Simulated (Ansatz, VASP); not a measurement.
## One calculation of TePb, two programs

Contents of POSCAR:

```
TePb
1.0
    0.0000000000      3.1776445549      3.2765039297
    3.1776445549      0.0000000000      3.2765039297
    3.1776445549      3.1776445549      0.0000000000
Pb Te
1 1
Direct
    0.0000000000      0.0000000000      0.0000000000
    0.5000000000      0.5000000000      0.5000000000
```

INCAR.step1

```
SYSTEM = TePb
ALGO     = Normal         ! electronic algorithm
EDIFF    = 1E-4           ! SCF threshold, eV
ENCUT    = 520            ! plane-wave cutoff, eV
GGA      = PE             ! functional
ISMEAR   = 0              ! smearing method
LASPH    = .TRUE.         ! aspherical terms in the spheres
LCHARG   = .FALSE.        ! write CHGCAR
LREAL    = .FALSE.        ! projectors in reciprocal space
LWAVE    = .TRUE.         ! write WAVECAR
NBANDS   = 17             ! bands
NELM     = 100            ! most SCF steps
PREC     = Accurate       ! precision mode
SIGMA    = 0.01           ! smearing width, eV
```

Contents of INCAR.step2:

```
SYSTEM = TePb
ALGO     = Normal         ! electronic algorithm
EDIFF    = 1E-6           ! SCF threshold, eV
ENCUT    = 520            ! plane-wave cutoff, eV
ISIF     = 2              ! what is computed and relaxed
ISMEAR   = 0              ! smearing method
ISTART   = 1            
LASPH    = .TRUE.         ! aspherical terms in the spheres
LCHARG   = .FALSE.        ! write CHGCAR
LMIXTAU  = .TRUE.       
LREAL    = .FALSE.        ! projectors in reciprocal space
LWAVE    = .FALSE.        ! write WAVECAR
METAGGA  = R2SCAN         ! meta-GGA
NBANDS   = 17             ! bands
NELM     = 100            ! most SCF steps
PREC     = Accurate       ! precision mode
SIGMA    = 0.01           ! smearing width, eV
```

File KPOINTS:

```
k-points
0
G
  8 8 8
  0 0 0
```

Input for Ansatz:

```yaml
crystal:
  lattice:
    - [0.0, 3.1776445549, 3.2765039297]
    - [3.1776445549, 0.0, 3.2765039297]
    - [3.1776445549, 3.1776445549, 0.0]
  atoms:
    - { symbol: Pb, position: [0.0, 0.0, 0.0] }
    - { symbol: Te, position: [0.5, 0.5, 0.5] }
kpoints:
  mp_grid: { grid: [8, 8, 8] }
  band_path:
    path:
      - [0.0, 0.0, 0.0]
      - [0.5, 0.0, 0.5]
      - [0.625, 0.25, 0.625]
      - [0.375, 0.375, 0.75]
      - [0.5, 0.5, 0.5]
      - [0.5, 0.25, 0.75]
      - [0.0, 0.0, 0.5]
    npoints: 1
hamiltonian:
  xc: r2scan
scf:
  occupations: { method: fixed }
  n_extra_bands: 4
output:
  forces: true
  stress: true
  eigenvalues: true
  write_density: true
  write_potential: true
  elf: true
  volumetric_format: npy
```

Change from the starting cell: epitaxial_xy strain -2.8%.

Alike in both runs: task single point; functional r2SCAN; k mesh 8 × 8 × 8; no spin polarisation.

|  | VASP | Ansatz |
| --- | --- | --- |
| version | VASP 6.6.1 | Ansatz 0.2.0 |
| potentials or method | VASP PAW PBE potentials, release 64 (Pb_d, Te) | plane waves, PAW |
| plane-wave cutoff (eV) | 520 | 500 |
| occupations | gaussian, width 0.01 eV | fixed |
| valence electrons in the cell | 20 | 30 |

```tsv
	VASP	Ansatz	Ansatz less VASP
gap on the k mesh at the Fermi level (eV)	0.91	0.91	-0.004
pressure (GPa)	2.7	2.7	0.00
largest component of the traceless stress (GPa)	2.65	2.64	-0.007
```

The two sets of potentials don't hold the same shells in valence.

Caveats: the PAW data sets were made with another functional, which shifts forces and pressure a little (VASP); spin-orbit coupling is left out, which as a rule narrows the gap of such compounds by several tenths of an eV. A k mesh can miss the band edges.
